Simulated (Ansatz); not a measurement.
## Debugging a many-body input for SiC (Moissanite)

A first try at the G0W0 gap of SiC (Moissanite), what the program said, and an input that works.

Main program and level: Ansatz 0.2.0; G0W0 on PBE, plane waves, PAW.

## 1. The starting structure

It takes space group P6_3mc (No. 186, hexagonal). Conventional cell: a = 3.081 Å, b = 3.081 Å, c = 15.125 Å, α = 90.00°, β = 90.00°, γ = 120.00°. Si has 4 C at 1.88 to 1.90 Å nearest. Si has 4 C at 1.89 Å nearest. Nearest to Si lie 4 C at 1.89 Å. Nearest to C lie 4 Si at 1.88 to 1.89 Å. Nearest to C lie 4 Si at 1.89 Å. C has 4 Si at 1.89 to 1.90 Å nearest. Farther neighbours are not listed.

Coordinates:

```cif
data_structure
_symmetry_space_group_name_H-M 'P 1'
_symmetry_Int_Tables_number 1
_cell_length_a 3.0810
_cell_length_b 3.0810
_cell_length_c 15.1248
_cell_angle_alpha 90.000
_cell_angle_beta 90.000
_cell_angle_gamma 120.000
_cell_volume 124.34
loop_
_atom_site_label
_atom_site_type_symbol
_atom_site_fract_x
_atom_site_fract_y
_atom_site_fract_z
_atom_site_occupancy
Si1 Si 0.00000 0.00000 0.00000 1
Si2 Si 0.00000 0.00000 0.50000 1
Si3 Si 0.33333 0.66667 0.16640 1
Si4 Si 0.66667 0.33333 0.66640 1
Si5 Si 0.66667 0.33333 0.33290 1
Si6 Si 0.33333 0.66667 0.83290 1
C7 C 0.33333 0.66667 0.04120 1
C8 C 0.66667 0.33333 0.54120 1
C9 C 0.66667 0.33333 0.20800 1
C10 C 0.33333 0.66667 0.70800 1
C11 C 0.00000 0.00000 0.37460 1
C12 C 0.00000 0.00000 0.87460 1
```

The cell and positions come from the Crystallography Open Database and are kept as given unless a step says otherwise. The default PAW set here is soft_2. Its files were made with PBE.

## 2. First try

File input.yaml:

```yaml
crystal:
  lattice:
    - [3.081, 0.0, 0.0]
    - [-1.5405, 2.6682242691, 0.0]
    - [0.0, 0.0, 15.1248]
  atoms:
    - { symbol: Si, position: [0.0, 0.0, 0.0] }
    - { symbol: Si, position: [0.0, 0.0, 0.5] }
    - { symbol: Si, position: [0.3333333333, 0.6666666667, 0.1664] }
    - { symbol: Si, position: [0.6666666667, 0.3333333333, 0.6664] }
    - { symbol: Si, position: [0.6666666667, 0.3333333333, 0.3329] }
    - { symbol: Si, position: [0.3333333333, 0.6666666667, 0.8329] }
    - { symbol: C, position: [0.3333333333, 0.6666666667, 0.0412] }
    - { symbol: C, position: [0.6666666667, 0.3333333333, 0.5412] }
    - { symbol: C, position: [0.6666666667, 0.3333333333, 0.208] }
    - { symbol: C, position: [0.3333333333, 0.6666666667, 0.708] }
    - { symbol: C, position: [0.0, 0.0, 0.3746] }
    - { symbol: C, position: [0.0, 0.0, 0.8746] }
kpoints:
  mp_grid: { grid: [6, 6, 1] }
hamiltonian:
  xc: pbe
scf:
  occupations: { method: fixed }
gw:
  n_empty_bands: 4
  ecut_chi: 60
  qp_bands: [v1, c9]
  qp_kpoints: band_edges
  screening: { model: contour_deformation }
```

Started as:

```console
ansatz run input.yaml --threads 3 --pin off --max-ram 92160MiB --backend cuda --events-out ev --progress --plain --runs-dir out --devices 1 --max-vram 13GiB  # rebuilt from the run's record
```

Numbers of over 12 decimals in the logs are rounded to 6 here.

Output:

```text
Error: invalid value for `gw.qp_bands`: [v1, c9] must end among the 28 bands that are solved (gw.n_empty_bands), of which c4 is the highest
```

Wall time 0.08 s (3 threads of AMD EPYC 7R13 (Zen 3), shared host); peak memory 0.11 GiB.

**Diagnosis.**

The program refused the input before any cycle.

The program's message: “Error: invalid value for `gw.qp_bands`: [v1, c9] must end among the 28 bands that are solved (gw.n_empty_bands), of which c4 is the highest”

The fault: window above the summed bands. Levels can be corrected only among the bands that are solved.

## 3. A better input

Now the one-shot GW correction: screening in the RPA, then the self-energy of the levels asked for.

Edit input.yaml of step 2 so:

```diff
@@ -25,5 +25,5 @@
 gw:
-  n_empty_bands: 4
-  ecut_chi: 60
-  qp_bands: [v1, c9]
+  n_empty_bands: 265
+  ecut_chi: 96
+  qp_bands: [v4, c4]
   qp_kpoints: band_edges
```

Output:

```text
GPUs: using 1 of 1 available (devices: 1).
[...]
device memory: the entry about to start is reckoned to put 2.1 GiB on a device that reports 34.1 GiB free (of which the cap on the GPU budget leaves the run 13.0 GiB)
GPU FFT provider: cuFFT
GPU libraries: cuBLAS 13.8.2, cuFFT 12.4.0, cuSOLVER 12.3.4
Crystal: 12 atoms, lattice volume = 124.338 Å³
Basis set: ecut = 420 eV, 2415 PW (Γ)
Bands: 36, of which v1, the nominal top of the filled ones, is band 24 counted from 1 (23 counted from 0)
Symmetry: 12 space group operations
[...]
k-points: 7 of 36
[...]
GPU buffer pool allocated for 62208 grid points (all kernels)
GPU transforms: local potential and band sums: pruned to the plane-wave sphere, on 24×24×108
[...]
SCF iter   1: F=—  HF=-5322.913798 eV  |F-HF|=—  |Δ(HF+E_count)|=         —  Δρ=2.34e-3  dr2=6.81e-3  ethr=1.77e-3  ⟨swp⟩=4.9  Hψ=1039  notcnv=0  defer=66
[...]
0    21      9.2255   -18.3899     2.3510   -15.6857  0.7903     8.8713     8.8722  root
     0    22      9.4783   -18.2984     2.2575   -15.7208  0.7910     9.1576     9.1583  root
     0    23      9.5134   -18.3424     2.2741   -15.7474  0.7914     9.1918     9.1925  root
     0    24      9.5134   -18.3424     2.2741   -15.7474  0.7914     9.1918     9.1925  root
     0    25     14.6749    -9.1280    -4.6617   -14.4799  0.8033    15.3690    15.3651  root
     0    26     14.8456    -9.0276    -4.7110   -14.4306  0.8024    15.5419    15.5375  root
     0    27     15.2478    -9.0122    -4.7835   -14.4943  0.8001    15.9507    15.9463  root
     0    28     15.7570    -8.8680    -4.9332   -14.5138  0.7948    16.4745    16.4696  root
[...]
6    25     13.0006    -6.9154    -4.2483   -11.6093  0.8143    13.4475    13.4461  root
     6    26     13.0006    -6.9154    -4.2483   -11.6093  0.8143    13.4475    13.4461  root
     6    27     13.2542    -7.1477    -4.3301   -11.9634  0.8126    13.7414    13.7397  root
     6    28     14.5518    -7.3782    -4.5632   -12.5445  0.8003    15.1584    15.1550  root
[key lines of the parts left out:]
SCF converged after 7 iterations
Free energy (F): -5322.914292 eV
Fermi energy:    9.513416 eV
```

The job ended after 19 s (1 × NVIDIA H100 80GB HBM3 (shared by 6 runs) with 3 threads; peak memory 1.2 GiB; 29 s of CPU time).

Numbers from this step:

* bands summed: 289
* RPA ε∞ on this mesh (eigenvalues): 6.985, 7.037, 7.037
* plane waves in the screening matrix: 295
* q-points in the mesh: 36
* G0W0 gap on the mesh: 2.711 eV
* k of the valence top: 0, 0, 0
* k of the conduction bottom: 0, -0.5, 0
* starting gap on the mesh: 2.013 eV
* Z at the valence top: 0.7914
* Z at the conduction bottom: 0.8151
* least direct G0W0 gap on the computed points: 3.927 eV

The gap on the mesh goes from 2.01 eV to 2.71 eV, a correction of +0.70 eV. Between the two edge states, bare exchange in place of the xc potential would open the gap by 6.84 eV, and correlation takes back 6.15 eV.

## 4. Results

| Item | Value |
| --- | --- |
| first try | refused after 0.08 s |
| better run | G0W0 gap on the mesh 2.71 eV (6×6×1 mesh, 265 empty bands, screening to 96 eV) |

What this shows: The second run differs in: empty bands, screening cutoff (eV) and levels asked. Bands and cutoff are finite, so the gap is not at the basis limit. The miss can reach some tenths of an eV and take either sign; the mesh is an error of its own. The 6×6×1 mesh is coarse for this cell (its supercell is 15 Å along the shortest edge). The RPA ε∞ on it, from the PBE start, is 6.99 and 7.04; such meshes misread the long-range screening, most where the gap is narrow.

[Paths, hosts, dates, memory and timing lines, banners, echoed tables and standing remarks are left out of the program output.]

[Logs are printed without paths, hosts, clocks, repeated set-up lines and the standing remarks that a program may print on its own settings, such as how far it seeks lower states.]

[Runs of the session that timed out or met a known fault of the program may be left out.]

[Cells called generated may have been cut or substituted from an entry of the Crystallography Open Database or the Materials Project.]

[Hosts, paths, dates, database ids (printed as entryN), source tags and the programs' standing remarks are cut or masked in the printed files.]
